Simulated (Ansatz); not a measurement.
**AlRu under changes of volume**

One of the cells (13.387 Å³/atom); the others are scaled copies at fixed shape and fractional positions:

```xyz
2
Lattice="2.9916 0.0000 0.0000 0.0000 2.9916 0.0000 0.0000 0.0000 2.9916" Properties=species:S:1:pos:R:3 pbc="T T T"
Ru    1.4958    1.4958    1.4958
Al    0.0000    0.0000    0.0000
```

```yaml
Program: Ansatz 0.2.0
Functional: r2SCAN
Potentials_or_basis: Ansatz PAW
Cutoff: "500 eV (not typed: the program's choice for these potentials)"
k_mesh: 9 × 9 × 9
Occupations: fermi-dirac, width 0.05 eV
Spin: no spin polarisation
```

| volume (Å³/atom) | energy over the lowest point (meV/atom) | pressure (GPa) |
| --- | --- | --- |
| 12.584 | 25.15 | 13.0 |
| 12.851 | 8.24 | 7.4 |
| 13.119 | 0.16 | 2.4 |
| 13.387 | 0.00 | -2.0 |
| 13.655 | 6.95 | -6.1 |
| 13.922 | ? | ? |
| 14.190 | 39.32 | -12.9 |

Question: What does the run at 13.922 Å³/atom give?

Answer: Energy over the lowest point 20.28 meV/atom; pressure -9.7 GPa.

Worked out: A Birch-Murnaghan fit of order 3 (a polynomial in V^(-2/3)) to the other rows has its minimum at 13.26 Å³/atom with B0 = V·E''(V) = 222 GPa and B' = 4.4. It gives 20.25 meV/atom at 13.922 Å³/atom, against the run's 20.28, and -dE/dV = -9.7 GPa, against -9.7.

Energies are extrapolated to zero smearing.

Caveats: the PAW data sets come from PBE, with cores solved anew for the run's functional, which leaves a small shift of forces and pressure.
